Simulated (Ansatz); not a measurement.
# SnTe: equation of state with PBE0

Crystal: SnTe.

```
Te Sn
1.0
     0.00000    3.15085    3.15085
     3.15085    0.00000    3.15085
     3.15085    3.15085    0.00000
Te Sn
1 1
Direct
  0.50000 0.50000 0.50000
  0.00000 0.00000 0.00000
```

```json
{
  "Program": "Ansatz 0.2.0",
  "Task": "equation of state",
  "Functional": "PBE0",
  "Potentials or basis": "Ansatz PAW",
  "Cutoff": "420 eV",
  "Density cutoff": "1680 eV",
  "k mesh": "4 × 4 × 4",
  "Occupations": "fermi-dirac, width 0.05 eV",
  "Spin": "no spin polarisation"
}
```

| Property | Result |
| --- | --- |
| Equilibrium volume | 32.32 Å³/atom (rough: see the caveat) |
| Bulk modulus | 52 GPa (rough) |

Energy against volume, from the lowest point:
```
volume (Å³/atom)  energy (meV/atom)
          29.404              35.28
          30.030              23.01
          30.656              12.31
          31.281               4.27
          31.907               0.33
          32.532               0.00
          33.158               2.96
```

All runs of the series together: 2.7 min on 2 threads of AMD EPYC 7R43 64-Core Processor (Zen 3) (shared host).

Caveat: the k mesh is coarse (spacing up to 0.43 Å⁻¹), so the values aren't converged, least of all with exact exchange; the fit is doubtful: noisy points or a state that changes with volume; the PAW data sets were made with another functional, which shifts forces and pressure a little. Spin-orbit coupling is left out, which matters for the levels of Te.
